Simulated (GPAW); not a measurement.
Runs of GPAW 26.7.0 on Nb. It takes space group Pm-3m (No. 221, cubic). The conventional cell has a = 2.720 Å, b = 2.720 Å, c = 2.720 Å, α = 90.00°, β = 90.00°, γ = 90.00°. Around Nb (site symmetry m-3m) lie 6 Nb at 2.72 Å. The cell was built by a generator and needn't be a form met in nature.

```tsv
level	potentials or basis	eigensolver	gap on the mesh (eV)	pressure (GPa)	relaxed volume (Å³/atom)
PW91	PAW data sets generated in the run's folder for this functional, pw	-	none	0.0	19.78
revPBE	the program's PAW data sets (release 1.2.1) made for this functional, pw	-	none	-0.1	20.09
AM05	PAW data sets generated in the run's folder for this functional, pw	-	none	0.2	18.96
PBE	GPAW PAW data sets (gpaw-data 1.2.1), pw	-	none	0.0	(a)
TPSS	GPAW PAW data sets (gpaw-data 1.2.1), pw	davidson	none	0.0	19.46
SCAN	GPAW PAW data sets (gpaw-data 1.2.1), pw	-	none	0.0	19.46
LDA	the program's PAW data sets (release 1.2.1) made for this functional, pw	-	none	0.0	18.60
r2SCAN	GPAW PAW data sets (gpaw-data 1.2.1), pw	-	none	0.0	19.60
RPBE	the program's PAW data sets (release 1.2.1) made for this functional, pw	-	none	0.2	(b)
```

Alike in all rows: task relaxation of cell and atoms; no spin polarisation; cell relaxed; k mesh 8 × 8 × 8; cutoff (eV) 600; smearing fermi-dirac 0.05 eV.

**Question.** Fill in the values left out.

**Answer.** (a) 19.80; (b) 20.17.

Caveats: later steps reuse the first step's grids; the PAW data sets were made with another functional, which shifts forces and pressure a little (some runs).

A k mesh can miss the band edges, and the runs leave out spin-orbit coupling on Nb.

A gap of «none» marks a metal or a gap under the smearing width.
